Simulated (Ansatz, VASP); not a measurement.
## Be in VASP and in Ansatz

INCAR

```
  ALGO = Normal
  EDIFF = 1E-6
  ENCUT = 520
  GGA = RP
  ISIF = 2
  ISMEAR = -1
  LASPH = T
  LCHARG = T
  LELF = T
  LREAL = F
  LVHAR = T
  LWAVE = F
  NBANDS = 10
  NELM = 60
  PREC = Accurate
  SIGMA = 0.1
```

File KPOINTS:

```
k-points
0
Gamma
  11 11 16
```

File POSCAR:

```
Be
1.0
    3.5006364036      0.0000000000      0.0000000000
   -1.7503182018      3.0316400549      0.0000000000
    0.0000000000      0.0000000000      2.1557427049
Be
3
Direct
    0.0000000000      0.0000000000      0.0000000000
    0.3333333333      0.6666666667      0.5000000000
    0.6666666667      0.3333333333      0.5000000000
```

Input for Ansatz:

```yaml
crystal:
  lattice:
    - [3.5006364036, 0.0, 0.0]
    - [-1.7503182018, 3.0316400549, 0.0]
    - [0.0, 0.0, 2.1557427049]
  atoms:
    - { symbol: Be, position: [0.0, 0.0, 0.0] }
    - { symbol: Be, position: [0.3333333333, 0.6666666667, 0.5] }
    - { symbol: Be, position: [0.6666666667, 0.3333333333, 0.5] }
hamiltonian:
  xc: rpbe
  pseudopotentials:
    kind: paw
    azcp:
      Be: "pseudopotentials/Be.paw.azcp"
basis:
  ecutwfc: 420
  fft_grid_basis: typed
kpoints:
  mp_grid: { grid: [11, 11, 16], shift: [0, 0, 0] }
magnetization:
  spin_polarized: false
scf:
  occupations: { method: fermi_dirac, width: 0.1 }
  lower_state_search: "off"
output:
  stress: true
  write_density: true
  write_potential: true
  elf: true
  volumetric_format: npy
```

Alike in both runs: task single point; functional RPBE; k mesh 11 × 11 × 16; occupations fermi-dirac, width 0.1 eV; no spin polarisation.

```csv
,VASP,Ansatz
version,VASP 6.6.1,Ansatz 0.2.0
potentials or method,"VASP PAW PBE potentials, release 64 (Be)","plane waves (420 eV) with PAW, scalar-relativistic"
plane-wave cutoff (eV),520,420
valence electrons in the cell,6,6
```

```csv
,VASP,Ansatz,Ansatz less VASP
pressure (GPa),10.6,10.6,-0.02
largest component of the traceless stress (GPa),1.57,1.54,-0.029
```

The functional is the same, so the differences come from potentials, cutoffs and numerics.

Caveats: the PAW data sets were made with another functional, which shifts forces and pressure a little (VASP).
